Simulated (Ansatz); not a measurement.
**Where the states of InSb lie**

```cif
data_structure
_symmetry_space_group_name_H-M 'F-43m'
_symmetry_Int_Tables_number 216
_cell_length_a 6.4782
_cell_length_b 6.4782
_cell_length_c 6.4782
_cell_angle_alpha 90.000
_cell_angle_beta 90.000
_cell_angle_gamma 90.000
_cell_volume 271.87
loop_
_atom_site_label
_atom_site_type_symbol
_atom_site_symmetry_multiplicity
_atom_site_Wyckoff_symbol
_atom_site_fract_x
_atom_site_fract_y
_atom_site_fract_z
_atom_site_occupancy
In1 In 4 a 0.00000 0.00000 0.00000 1
Sb1 Sb 4 c 0.25000 0.25000 0.25000 1
```

The runs use the primitive cell with vectors (0.000, 3.239, 3.239), (3.239, 0.000, 3.239), (3.239, 3.239, 0.000) Å, to which the k mesh refers.

The cell is COD entry 9008853, as deposited and not checked against the literature; nothing was relaxed.

Spin–orbit coupling is left out, though it moves levels of the heavy atoms by tenths of an eV or more.

These are results of DFT, PBEsol, all-electron LAPW, scalar-relativistic (Ansatz 0.2.0), not measurements.

Settings: a Γ-centred 9×9×9 k mesh, Fermi–Dirac smearing of 0.05 eV, basis error target 0.25 meV/atom, no spin polarisation.

States per eV and cell, averaged over 0.6 eV, from -5.8 to 2.4 eV, with energies (bin centres) from the Fermi level; empty bins are left out. 

| E (eV) | total |
| --- | --- |
| -5.6 | 1.79 |
| -5.0 | 0.67 |
| -4.4 | 0.36 |
| -3.8 | 0.21 |
| -3.2 | 0.85 |
| -2.6 | 1.53 |
| -2.0 | 1.94 |
| -1.4 | 1.69 |
| -0.8 | 0.79 |
| -0.2 | 0.14 |
| 0.4 | 0.02 |
| 1.0 | 0.37 |
| 1.6 | 1.77 |
| 2.2 | 1.39 |
